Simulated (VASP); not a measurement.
## Be: single point with PBEsol

Be:

```
CELL_PARAMETERS angstrom
2.19377 0.00000 0.00000
0.00000 2.19377 0.00000
0.00000 0.00000 2.19377
ATOMIC_POSITIONS crystal
Be 0.00000 0.00000 0.00000
```

This isn't the form of Be at room conditions, which is hcp.

```yaml
Program: VASP 6.6.1
Task: single point
Functional: PBEsol
Potentials_or_basis: VASP PAW PBE potentials, release 64 (Be)
Cutoff: 520 eV
k_mesh: 16 × 16 × 16
Occupations: fermi-dirac, width 0.1 eV
Spin: no spin polarisation
Dipole_correction: no
Further_INCAR_settings: ALGO = Normal; EDIFF = 1e-07; NBANDS = 7
```

```
Pressure               : -2.5 GPa
Band gap on the k mesh : none (metal or under the smearing width)
```

Levels at points of the mesh, in eV from the Fermi level:
| k point | band 1 | band 2 | band 3 | band 4 | band 5 |
| --- | --- | --- | --- | --- | --- |
| (0.00, 0.00, 0.00) | -9.49 | 13.30 | 13.30 | 13.30 | 18.93 |
| (0.50, 0.00, 0.00) | -4.50 | -1.76 | 16.87 | 16.87 | 24.28 |
| (0.50, 0.50, 0.00) | 0.72 | 0.72 | 6.61 | 6.96 | 19.81 |
| (0.50, 0.50, 0.50) | 5.30 | 5.30 | 5.30 | 13.06 | 13.06 |

Run time: 2.8 s on 1 thread of Intel(R) Xeon(R) Platinum 8488C (Sapphire Rapids), on a shared host, peak memory 0.12 GiB.

Caveat: the PAW data sets were made with another functional, which shifts forces and pressure a little.
